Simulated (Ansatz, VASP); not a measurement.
# Two plane-wave programs on SnSe

```
CELL_PARAMETERS angstrom
0.00000 3.06903 3.06903
3.06903 0.00000 3.06903
3.06903 3.06903 0.00000
ATOMIC_POSITIONS crystal
Sn 0.00000 0.00000 0.00000
Se 0.50000 0.50000 0.50000
```

Change from the starting cell: volume scaled by 1.06, PAW files.

Alike in both runs: task electric field gradients; functional PBE; k mesh 9 × 9 × 9; occupations fermi-dirac, width 0.02 eV; no spin polarisation.

```csv
,VASP,Ansatz
version,VASP 6.6.1,Ansatz 0.2.0
potentials or method,"VASP PAW PBE potentials, release 64 (Sn_d, Se)","PAW with Ansatz's default frozen-core files, scalar-relativistic"
plane-wave cutoff (eV),520,420
valence electrons in the cell,20,30
```

```csv
,VASP,Ansatz,Ansatz less VASP
pressure (GPa),-1.7,-1.7,0.00
Vzz of the field gradient on the site that differs most (V/Å²),0.0,0.0,0.00
```

The functional is the same, so the differences come from potentials, cutoffs and numerics. The two sets of potentials don't hold the same shells in valence. Ansatz warned: «gradients_without_spin_orbit».
